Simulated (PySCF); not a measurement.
Isomers of C3H6O. Method used: TDDFT CAM-B3LYP/aug-cc-pVTZ, vertical, gas phase, core orbitals frozen in the response (PySCF). Geometries: PBE0-D3(BJ)/def2-TZVP; one conformer of each isolated species. Triplets are in the Tamm–Dancoff approximation.

A. `O1CCC1`
B. `C[C@@H]1CO1`
C. `CC(=O)C`
D. `C=CCO`

Lowest singlet levels (six at most, fewer where fewer were computed) with oscillator strengths:

1. 196 nm (f 0.008); 184 nm (f 0.005); 180 nm (f 0.000); 178 nm (f 0.001); 162 nm (f 0.008); 157 nm (f 0.049); T1 6.20 eV
2. 274 nm (f 0.000); 194 nm (f 0.030); 169 nm (f 0.000); 169 nm (f 0.000); 167 nm (f 0.004); 157 nm (f 0.033); T1 3.96 eV
3. 187 nm (f 0.054); 179 nm (f 0.055); 172 nm (f 0.105); 168 nm (f 0.042); 167 nm (f 0.172); 163 nm (f 0.005); T1 4.43 eV
4. 173 nm (f 0.010); 165 nm (f 0.014); 163 nm (f 0.016); 160 nm (f 0.019); 158 nm (f 0.007); 149 nm (f 0.008); T1 7.09 eV

Question: Which spectrum belongs to which structure?

Answer: 1 = A, 2 = C, 3 = D, 4 = B.
- A: S1 at 6.32 eV, HOMO→LUMO (62%), HOMO→LUMO+3 (20%), HOMO→LUMO+6 (10%); Löwdin shares by element: HOMO oxygen 52%, carbon 28% or more (atoms not listed hold the other 20%); LUMO hydrogen 68% or more (atoms not listed hold the other 32%); HOMO -8.63 and LUMO 0.26 eV; point group C2v, 1 of its 6 listed states under f = 0.0005.
- B: S1 at 7.16 eV, HOMO→LUMO (74%), HOMO→LUMO+3 (9%); Löwdin shares by element: HOMO oxygen 62%, carbon 28%; LUMO hydrogen 68% or more (atoms not listed hold the other 32%); HOMO -9.31 and LUMO 0.29 eV.
- C: S1 at 4.52 eV, HOMO→LUMO+4 (51%), HOMO→LUMO+1 (46%); Löwdin shares by element: HOMO oxygen 58%, carbon 35%; LUMO hydrogen 73% or more (atoms not listed hold the other 27%); HOMO -8.73 and LUMO 0.11 eV.
- D: S1 at 6.64 eV, HOMO→LUMO (44%), HOMO-1→LUMO+1 (14%), HOMO→LUMO+1 (12%); Löwdin shares by element: HOMO carbon 66%, oxygen 17% (atoms not listed hold the other 17%); LUMO hydrogen 73% or more (atoms not listed hold the other 27%); HOMO -9.13 and LUMO 0.25 eV.
